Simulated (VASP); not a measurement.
# ZnS: restarted molecular dynamics, 2 variants

ZnS, F-43m (no. 216), 8 atoms in the cell. PBE, molecular dynamics; PAW potentials Zn, S (PBE set).

| Restart from | Temperature at the end (K) | The same without a restart (K) | Potential energy at the end (eV/atom) | The same without a restart (eV/atom) | Electronic steps in the first step after the restart | Time (s) |
|---|---|---|---|---|---|---|
| CONTCAR with velocities, WAVECAR read | 343.0 | 343.0 | -3.36957 | -3.36957 | 4 | 184 |
| CONTCAR with velocities, no WAVECAR | 343.0 | 343.0 | -3.36957 | -3.36957 | 16 | 173 |

Limits: 120 fs of 8 atoms are too short for converged averages; the cell is only 5.4 Å across, so each atom moves in step with near copies of itself.

## Input of the first row

INCAR.step1:
```
ALGO = Normal ; ANDERSEN_PROB = 0.0
EDIFF = 1E-6 ; ENCUT = 280
GGA = PE ; IBRION = 0
ISIF = 2 ; ISMEAR = 0
ISYM = 0 ; KPAR = 2
LASPH = True ; LCHARG = False
LREAL = Auto ; LWAVE = True
MDALGO = 1 ; NELM = 60
NELMIN = 4 ; NSW = 30
POTIM = 2.0 ; PREC = Normal
RANDOM_SEED = 316165 0 0 ; SIGMA = 0.05
TEBEG = 600
```

INCAR.step2, as INCAR.step1 but for:
```
- LWAVE = True
+ LWAVE = False
```

KPOINTS:
```
k-points
0
Monkhorst-Pack
  2 2 2
```

POSCAR.step1:
```
ZnS
1.0
    5.4040000000      0.0000000000      0.0000000000
    0.0000000000      5.4040000000      0.0000000000
    0.0000000000      0.0000000000      5.4040000000
Zn S
4 4
Direct
    0.2500000000      0.2500000000      0.2500000000
    0.2500000000      0.7500000000      0.7500000000
    0.7500000000      0.2500000000      0.7500000000
    0.7500000000      0.7500000000      0.2500000000
    0.0000000000      0.0000000000      0.0000000000
    0.0000000000      0.5000000000      0.5000000000
    0.5000000000      0.0000000000      0.5000000000
    0.5000000000      0.5000000000      0.0000000000
```

Commands (each step's output is kept before the next begins):
```
cat potpaw_PBE.64/Zn/POTCAR potpaw_PBE.64/S/POTCAR > POTCAR
cp INCAR.step1 INCAR
cp POSCAR.step1 POSCAR
mpirun -np 2 vasp_std > vasp.out
cp CONTCAR POSCAR
cp INCAR.step2 INCAR
mpirun -np 2 vasp_std > vasp.out
```

Changes of the last row against the first:
```
(step 1)
- LWAVE = True
+ LWAVE = False
```

VASP 6.6.1 took 184 s on 2 cores (AMD EPYC 7R43 (Zen 3)), a shared host.
